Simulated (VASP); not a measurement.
## Results of a VASP single-point calculation on MgS (strained zincblende)

POSCAR

```
Mg S
 1.0000000000000000
     0.0424631526000000    2.8308768410999998    2.8308768410999998
     2.8308768410999998    0.0424631526000000    2.8308768410999998
     2.8733399937000002    2.8733399937000002    0.0000000000000000
 Mg  S
   1   1
Cartesian
 -0.0000000000000000 -0.0000000000000000  0.0155944208822130
  1.4366699968499999  1.4366699968499999  1.3998439996677867
```

The gap between bands v and c is 3.36 eV. The least direct gap is 3.36 eV.

Band v is the last that the valence electrons fill when counted band by band, and c is the next. Levels in eV from the top of v:

```tsv
point	v−1	v	c	c+1
Γ	-0.09	0.00	3.36	7.67
X	-1.24	-0.99	3.78	5.58
K	-1.96	-0.90	4.74	6.89
L	-0.40	-0.33	5.09	7.55
W	-1.92	-1.41	5.43	7.81
```

**Question.** Which of these levels of theory gave these results?
A. LDA
B. PBE with spin–orbit coupling
C. PBEsol
D. r²SCAN
E. HSE06
F. PBE0
G. PBE

**Answer.** G.

The INCAR was:

```
LREAL = .FALSE.
ISMEAR = -1
ISIF = 2
LELF = .TRUE.
LCHARG = .TRUE.
LWAVE = .FALSE.
NSW = 0
GGA = PE
SIGMA = 0.02
PREC = Accurate
LASPH = .TRUE.
EDIFF = 1E-7
ENCUT = 520
IBRION = -1
NELM = 120
NBANDS = 11
```
